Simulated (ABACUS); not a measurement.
# W: equation of state with PBE

The system is W.

```
W
1.0
     0.00000    2.03000    2.03000
     2.03000    0.00000    2.03000
     2.03000    2.03000    0.00000
W
1
Direct
  0.00000 0.00000 0.00000
```

This isn't the form of W at room conditions, which is bcc.

| Item | Value |
| --- | --- |
| Program | ABACUS 3.10.1 |
| Task | equation of state |
| Functional | PBE |
| Potentials or basis | PseudoDojo NC SR 0.4.1 PBE standard |
| Cutoff | 1361 eV |
| Density cutoff | 5442 eV |
| Basis | DZP LCAO (the cutoffs set its grid) |
| k mesh | 11 × 11 × 11 |
| Occupations | fermi-dirac, width 0.05 eV |
| Spin | no spin polarisation |

```json
{
 "Equilibrium volume": "16.53 Å³/atom",
 "Bulk modulus": "292 GPa",
 "Pressure derivative of the bulk modulus": "4.5"
}
```

Energy against volume, from the lowest point:
| volume (Å³/atom) | energy (meV/atom) |
| --- | --- |
| 15.727 | 37.57 |
| 16.062 | 11.57 |
| 16.396 | 0.00 |
| 16.731 | 1.38 |
| 17.065 | 14.18 |
| 17.400 | 37.41 |
| 17.735 | 69.91 |

All runs of the series together: 23 s on 4 threads of AMD EPYC 7B13 (Zen 3) (shared host).

Caveat: the atomic orbitals were generated for these runs and aren't a published set; the basis of atomic orbitals isn't converged, which shifts pressures, moduli and gaps. Spin-orbit coupling is left out, which matters for the levels of W.
